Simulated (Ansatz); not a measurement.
## Energy ranking of Y5N structures

The calculation used Ansatz 0.2.0, DFT PBE, scalar-relativistic, plane waves, PAW. Settings: cutoff 420 eV, Γ-centred meshes spaced at most about 0.3 Å⁻¹, and about 0.25 Å⁻¹ or finer for metals (2π included), Gaussian smearing. Spin is collinear in cells that carry moments; the others ran without spin or lost their moments.

Energies over the elements count from the elements' standard structures at the same level (N₂ as a molecule), with no fitted energy shifts.

Temperature and zero-point effects are left out. The comparison covers the computed candidates alone. The magnetic state reached may not be the lowest.

Invented guesses were relaxed alike, and ends that match in structure, energy and magnetic state were merged. ΔE counts from the first row. Coordination counts Y atoms around N (those within 1.25 times the shortest such distance or 1.15 times the sum of covalent radii, 1.27 where that leaves under three; a plus sign parts nearer from farther groups; the shortest distance is added where it exceeds 1.18 times the sum of covalent radii). The ends were matched against large subsets of the Crystallography Open Database and the Materials Project, so a missing match doesn't prove that a structure is unreported.

| # | reached from | type and space group | atoms | Å³/atom | coordination | ΔE (meV/atom) | gap on mesh (eV) | moments | in databases |
| --- | --- | --- | --- | --- | --- | --- | --- | --- | --- |
| 1 | random cell | P6/mmm (No. 191) | 6 | 46.8 | N 2+6 | 0 | 0.00 | none | no match |
| 2 | BaSn5 type (P6/mmm) | P6/mmm (No. 191) | 6 | 27.4 | N 2+12 | 212 | 0.00 | none | no match |
| 3 | HfNi5 type (F-43m) | F-43m (No. 216) | 6 | 30.8 | N 16 from 3.8 Å | 552 | 0.00 | opposed, 0.3 μB | no match |
| 4 | KAu5 type (P6/mmm) | P6/mmm (No. 191) | 6 | 33.3 | N 6+12 from 3.6 Å | 824 | 0.00 | none | no match |

The lowest: Space group P6/mmm (No. 191), hexagonal, a = 6.171 Å, c = 8.515 Å. Around Y on a site of symmetry 6mm lie 1 N at 2.05 Å, 6 Y at 3.71 Å and 1 Y at 4.10 Å; Y on a site of symmetry mmm is surrounded by 4 Y at 3.09 Å, 2 N at 3.09 Å and 4 Y at 3.71 Å; N has 2 Y at 2.05 Å and 6 Y at 3.09 Å. Its energy over the elements is +0.63 eV/atom. The separate elements lie lower, so it is unstable against them. An observed structure of this formula, if there is one, may be missing.

```cif
data_structure
_symmetry_space_group_name_H-M 'P6/mmm'
_symmetry_Int_Tables_number 191
_cell_length_a 6.1710
_cell_length_b 6.1710
_cell_length_c 8.5148
_cell_angle_alpha 90.000
_cell_angle_beta 90.000
_cell_angle_gamma 120.000
_cell_volume 280.81
loop_
_atom_site_label
_atom_site_type_symbol
_atom_site_symmetry_multiplicity
_atom_site_Wyckoff_symbol
_atom_site_fract_x
_atom_site_fract_y
_atom_site_fract_z
_atom_site_occupancy
Y1 Y 2 e 0.00000 0.00000 0.74104 1
Y2 Y 3 g 0.50000 0.00000 0.50000 1
N1 N 1 b 0.00000 0.00000 0.50000 1
```

The second: Space group P6/mmm (No. 191), hexagonal, a = 5.658 Å, c = 5.923 Å. Around Y on a site of symmetry 3m lie 2 Y at 2.95–2.98 Å, 3 Y at 3.27 Å, 3 Y at 3.58 Å and 3 N at 3.59 Å; Y on a site of symmetry 6/mmm has 2 N at 2.96 Å and 12 Y at 3.58 Å; N has 2 Y at 2.96 Å and 12 Y at 3.59 Å. Counting Y atoms around N, the first has N 2+6 and the second has N 2+12. Cells relaxed within their symmetry can be saddle points.

```yaml
crystal:
  lattice:
    - [5.65759, 0.00000, 0.00000]
    - [-2.82880, 4.89962, 0.00000]
    - [0.00000, 0.00000, 5.92318]
  atoms:
    - { symbol: Y, position: [0.66667, 0.33333, 0.75132] }
    - { symbol: Y, position: [0.00000, 0.00000, 0.00000] }
    - { symbol: Y, position: [0.66667, 0.33333, 0.24868] }
    - { symbol: Y, position: [0.33333, 0.66667, 0.24868] }
    - { symbol: Y, position: [0.33333, 0.66667, 0.75132] }
    - { symbol: N, position: [0.00000, 0.00000, 0.50000] }
```

Some structure types and database cells were kept out of the candidates from the start, so a known form may be missing.
